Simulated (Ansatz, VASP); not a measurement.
## Two plane-wave programs on CdTe

```xyz
2
Lattice="0.0000 2.9980 2.9980 2.9980 0.0000 2.9980 2.9980 2.9980 0.0000" Properties=species:S:1:pos:R:3 pbc="T T T"
Cd    2.9980    2.9980    2.9980
Te    0.0000    0.0000    0.0000
```

Alike in both runs: task single point; functional PBEsol; k mesh 8 × 8 × 8; occupations gaussian, width 0.05 eV; no spin polarisation.

|  | VASP | Ansatz |
| --- | --- | --- |
| version | VASP 6.6.1 | Ansatz 0.2.0 |
| potentials or method | VASP PAW PBE potentials, release 64 (Cd, Te) | scalar-relativistic, plane waves, PAW |
| plane-wave cutoff (eV) | 520 | 420 |
| valence electrons in the cell | 18 | 36 |

Ansatz gave:

| Property | Result |
| --- | --- |
| pressure (GPa) | 0.0 |

Question: Estimate VASP's values.

Answer: Pressure (GPa): 0.2.

The two sets of potentials don't hold the same shells in valence.

Caveats: the PAW data sets were made with another functional, which shifts forces and pressure a little (VASP). The runs have no spin-orbit coupling, so splittings on Te are missing.
